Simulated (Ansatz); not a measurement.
# B on Pd(110), ontop start, 2x2 cell: work function, bands and core levels, part 4 of 4

Wanted: core-level shifts and unfolded surface bands for B on Pd(110), ontop start, 2x2 cell. Spin–orbit coupling is left out of the bands throughout.

Ansatz 0.2.0; DFT, PBE, plane-wave PAW, scalar-relativistic; PAW set soft_1.

So far. Step 2 (The clean face): At the Fermi level the DOS is 13.93 states/eV a cell, and on the broadened curves Pd 4d holds 95 % of the total there. Step 4 (Layer-resolved bands, DOS and potential): The largest force component on a free atom is 0.012 eV/Å, so the atoms are at rest for these settings too. At the Fermi level the DOS is 40.10 states/eV a cell, and on the broadened curves Pd 4d holds 93 % of the total there.

## Step 9: Maps in the surface zone (continued)

A(k, E = +0.00 eV), top over kx and ky. Zero: Fermi level; centre [0, 0, 0]; axes [1, 0, 0], [0, 1, 0].

Ten even steps from '0' (0.11 eV⁻¹) to '9' (1.11 eV⁻¹):
```
5322000123452543210002235
6544333445653565443334456
8533454335897985334543358
8533455434787874345543358
6543211234542454321123456
5545010245588855420105455
5311000312432342130001135
3511501113433343111051153
3421105115311135115011243
3231071142411142411701323
4214132312444442132314124
4333724333443443334273334
4434544534432344354454344
4333724333443443334273334
4214132312444442132314124
3231071142411142411701323
3421105115311135115011243
3511501113433343111051153
5311000312432342130001135
5545010245588855420105455
6543211234542454321123456
8533455434787874345543358
8533454335897985334543358
6544333445653565443334456
5322000123452543210002235
```
Columns: kx (Å⁻¹) from -1.40 to 1.40; rows upwards: ky (Å⁻¹) from -1.40 to 1.40.

A(k, E = -0.50 eV), top over kx and ky. Zero: Fermi level; centre [0, 0, 0]; axes [1, 0, 0], [0, 1, 0].

Ten even steps from '0' (0.48 eV⁻¹) to '9' (1.85 eV⁻¹):
```
3123221321235321231223213
3222778312345432138772223
2323374232336332324733232
3222596322237322236952223
4222434322434342234342224
2122021121225221211202212
3100111001346431001110013
3000100100221220010010003
2001100200221220020011002
1201100111112111110011021
2341111123310133211111432
2421333123310133213331242
2522212124410144212122252
2421333123310133213331242
2341111123310133211111432
1201100111112111110011021
2001100200221220020011002
3000100100221220010010003
3100111001346431001110013
2122021121225221211202212
4222434322434342234342224
3222596322237322236952223
2323374232336332324733232
3222778312345432138772223
3123221321235321231223213
```
Columns: kx (Å⁻¹) from -1.40 to 1.40; rows upwards: ky (Å⁻¹) from -1.40 to 1.40.

Levels are drawn here with a half width of 0.08 eV, so heights of A(k,E) don't compare between steps with other widths.

In the map at +0.00 eV the intensity peaks 1.17 Å⁻¹ from the map's centre (the map runs past the first zone), and 74 % of the points pass 30 % of that peak; the grid step of 0.12 Å⁻¹ is coarse against sharp contours.

## Step 10: Another try

In this try the input is made faulty on purpose, to show what that does.

This step: DFT, PBE, plane-wave PAW, default files, scalar-relativistic; changed: crystal.atoms[0].spin = 2.0, scf.max_iter = 60 (Ansatz 0.2.0).

The input, input.yaml:

```yaml
crystal:
  lattice:
    - [7.88, 0.0, 0.0]
    - [0.0, 5.5720014357, 0.0]
    - [0.0, 0.0, 22.5220014357]
  atoms:
    - { symbol: B, position: [0.0006495969, 0.0, 0.6635414487], spin: 2.0 }
    - { symbol: B, position: [0.499203142, 0.5, 0.6613658682] }
    - { symbol: B, position: [0.000736064, 0.5, 0.6636117708] }
    - { symbol: Pd, position: [4.74542e-05, 0.0, 0.5832747474] }
    - { symbol: Pd, position: [0.4999944111, 0.0, 0.5778893614] }
    - { symbol: Pd, position: [6.49638e-05, 0.5, 0.583344684] }
    - { symbol: Pd, position: [0.4999805228, 0.5, 0.5821735762] }
    - { symbol: Pd, position: [0.2487937389, 0.2498696493, 0.5209652346] }
    - { symbol: Pd, position: [0.7512316742, 0.2498748682, 0.5209870617] }
    - { symbol: Pd, position: [0.2487937389, 0.7501303507, 0.5209652346] }
    - { symbol: Pd, position: [0.7512316742, 0.7501251318, 0.5209870617] }
    - { symbol: Pd, position: [0.0, 0.0, 0.456708998] }
    - { symbol: Pd, position: [0.5, 0.0, 0.456708998] }
    - { symbol: Pd, position: [0.0, 0.5, 0.456708998] }
    - { symbol: Pd, position: [0.5, 0.5, 0.456708998] }
    - { symbol: Pd, position: [0.25, 0.25, 0.394858351] }
    - { symbol: Pd, position: [0.75, 0.25, 0.394858351] }
    - { symbol: Pd, position: [0.25, 0.75, 0.394858351] }
    - { symbol: Pd, position: [0.75, 0.75, 0.394858351] }
    - { symbol: Pd, position: [0.0, 0.0, 0.333007705] }
    - { symbol: Pd, position: [0.5, 0.0, 0.333007705] }
    - { symbol: Pd, position: [0.0, 0.5, 0.333007705] }
    - { symbol: Pd, position: [0.5, 0.5, 0.333007705] }
kpoints:
  mp_grid: { grid: [6, 8, 1] }
scf:
  occupations: { method: fermi_dirac, width: 0.05 }
  n_extra_bands: 25
  max_iter: 60
hamiltonian:
  xc: pbe
  pseudopotentials: { kind: paw, azcp: { folder: soft_1 } }
output:
  forces: true
  write_potential: true
  volumetric_format: []
  dos:
    projected:
      site_lists:
        adsorbate: [0, 1, 2]
        layer_1: [3, 4, 5, 6]
        layer_2: [7, 8, 9, 10]
        layer_3: [11, 12, 13, 14]
        other_layers: [15, 16, 17, 18, 19, 20, 21, 22]
    de: 0.05
    e_range: [-30, 12]
    method: { smearing: { sigma: 0.15, scheme: gaussian } }
efield:
  axis: 3
  dipole_correction: true
```

Command:

```console
$ ansatz run input.yaml --threads 8 --pin off --max-ram 40960MiB --backend cuda --events-out ev --progress --plain --runs-dir out
```

Numbers of over 12 decimals in the logs are rounded to 6 here.

Log:

```text
Error: inconsistent input (magnetization.spin_polarized): false but per-atom `spin:`, `per_species`, `initial_magnetization`, `magnetic_field`, or `spin_locking` is set
```

Wall time 0.03 s (8 threads of Arm Neoverse V2, shared host); peak memory 0.035 GiB.

The program refused the input before any cycle.

The program's message: “Error: inconsistent input (magnetization.spin_polarized): false but per-atom `spin:`, `per_species`, `initial_magnetization`, `magnetic_field`, or `spin_locking` is set”

The change that led to it: crystal.atoms[0].spin = 2.0.

## Step 11: Outcome

```json
{"work function": "5.37 eV (other face 4.77 eV)", "change from the clean face": "+0.60 eV", "Pd 4d centre of the filled part above −10 eV, from the plotted curve, layer 3": "-2.37 eV", "Pd 4d centre of the filled part above −10 eV, from the plotted curve, layer 1": "-2.92 eV", "Pd core shifts among the listed atoms, from the last listed one": "-0.34 to +1.40 eV"}
```

What this shows: The Fermi level of B on Pd(110), ontop start, 2x2 cell lies 5.37 eV (other face 4.77 eV) below the vacuum, a change of +0.60 eV from the clean face. Only the strongest levels a point were stored, too few to count surface states. After relaxation B2 stands 1.79 Å above the top layer, bonded to 1 Pd atom at 1.78 Å. The bare lower face differs from the lower face of the clean 1×1 slab by 0.02 eV, a measure of the error from mesh and slab. Core shifts by the Z+1 route: Pd -0.34 to +1.40 eV. Among the sites run, the most bound Pd 3d level is that of Pd6 (layer 1), bonded to 7 Pd and 1 B; the least bound, 1.74 eV shallower, that of Pd5 (layer 1), bonded to 7 Pd. At 21.2 eV the valence spectrum has its highest listed peaks within 8.75 eV at 0.6 eV (Pd 4d) and 2.1 eV (Pd 4d). At 1486.7 eV the valence spectrum has its highest listed peaks within 8.75 eV at 0.5 eV (Pd 4d), 1.2 eV (Pd 4d) and 2.1 eV (Pd 4d). The shell named is the one with most of the intensity, cross sections included, not always the one with most states there. Spin–orbit coupling is left out, which matters for the heavy atoms here. The slab's own atoms span 5.6 Å, so bulk bands appear as a few quantum-well levels, and states of the two faces can mix.

[Logs are printed without paths, hosts, clocks, repeated set-up lines and the standing remarks that a program may print on its own settings, such as how far it seeks lower states.]

[Hosts, paths, dates, database ids (printed as entryN), source tags and the programs' standing remarks are cut or masked in the printed files.]

[Maps of the electrostatic potential energy from Ansatz leave out the sawtooth potential of an applied field or a dipole correction, so their vacuum need not be flat; work functions include it.]
